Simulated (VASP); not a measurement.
## A VASP 6.6.1 single-point calculation on PbS

INCAR

```
EDIFF = 1E-7
LWAVE = .FALSE.
MAGMOM = -2 2
PREC = Accurate
ISPIN = 2
METAGGA = MBJ
LASPH = .TRUE.
LREAL = .FALSE.
LCHARG = .FALSE.
NELM = 120
ISIF = 2
SIGMA = 0.02
ISMEAR = -1
NSW = 0
NBANDS = 17
ENCUT = 520
IBRION = -1
```

KPOINTS

```
KPOINTS created by Atomic Simulation Environment
0
Gamma
8 8 8
0 0 0
```

POSCAR

```
Pb S
 1.0000000000000000
     0.0000000000000000    2.8677433691999998    3.0178762948000002
     2.8677433691999998    0.0000000000000000    3.0178762948000002
     2.8677433691999998    2.8677433691999998    0.0000000000000000
 Pb  S
   1   1
Cartesian
  0.0000000000000000  0.0000000000000000  0.0000000000000000
  2.8677433691999994  2.8677433691999994  3.0178762948000002
```

The recommended PBE PAW datasets give the neutral cell 20 valence electrons.

Command

```
mpirun -np 1 vasp_std
```

OSZICAR

```
N       E                     dE             d eps       ncg     rms          rms(c)
DAV:   1     0.134792204716E+04    0.13479E+04   -0.96943E+03  4020   0.125E+03
DAV:   2     0.119352117087E+04   -0.15440E+03   -0.14869E+03  4250   0.318E+02
DAV:   3     0.118236221826E+04   -0.11159E+02   -0.11041E+02  5143   0.895E+01
DAV:   4     0.118209383079E+04   -0.26839E+00   -0.26813E+00  5215   0.149E+01
DAV:   5     0.118208407082E+04   -0.97600E-02   -0.97593E-02  6028   0.277E+00    0.129E+01
DAV:   6     0.117799677165E+04   -0.40873E+01   -0.52088E+00  5189   0.290E+01    0.143E+01
DAV:   7     0.117832529837E+04    0.32853E+00   -0.73577E-01  4798   0.668E+00    0.130E+01
DAV:   8     0.117837564943E+04    0.50351E-01   -0.39253E-02  5652   0.164E+00    0.123E+01
DAV:   9     0.117908779001E+04    0.71214E+00   -0.45492E-01  4134   0.622E+00    0.615E+00
DAV:  10     0.117894757886E+04   -0.14021E+00   -0.44899E-01  4775   0.465E+00    0.547E+00
...
DAV:  45     0.117950349055E+04   -0.50166E-04   -0.62830E-08  2566   0.120E-03    0.127E-03
DAV:  46     0.117950348180E+04   -0.87529E-05   -0.98287E-09  2024   0.706E-04    0.112E-03
DAV:  47     0.117950346085E+04   -0.20951E-04   -0.19843E-09  2024   0.362E-04    0.730E-04
DAV:  48     0.117950345292E+04   -0.79266E-05   -0.26736E-09  2024   0.281E-04    0.635E-04
DAV:  49     0.117950341209E+04   -0.40827E-04   -0.23051E-09  2019   0.280E-04    0.116E-04
DAV:  50     0.117950340368E+04   -0.84117E-05   -0.74046E-10  2017   0.205E-04    0.164E-04
DAV:  51     0.117950339670E+04   -0.69773E-05   -0.23301E-10  2014   0.124E-04    0.115E-04
DAV:  52     0.117950339115E+04   -0.55490E-05   -0.10036E-10  2012   0.690E-05    0.492E-05
DAV:  53     0.117950339110E+04   -0.51541E-07   -0.10509E-10  2012   0.609E-05
   1 F= 0.11795034E+04 E0= 0.11795034E+04  d E =-.333983E-10  mag=    -0.0000
```

Standard output (part)

```
POSCAR found type information on POSCAR PbS
 POSCAR found :  2 types and       2 ions
 LDA part: xc-table for (None), standard interpolation
 POSCAR, INCAR and KPOINTS ok, starting setup
 WAVECAR not read
 entering main loop
```

It converged. Results: magnetic moment of the cell 0.00 μB.

The MBJ potential has no energy functional, so only its levels carry meaning.

For comparison, a separate PBE run of the intended cell, on usual settings and not on those above, gives a gap of 0.09 eV on its mesh and a pressure of 6.0 GPa.

The run above took about 4.7 min on one core of a shared host (Intel Xeon Platinum 8488C) and held 0.27 GiB at most.
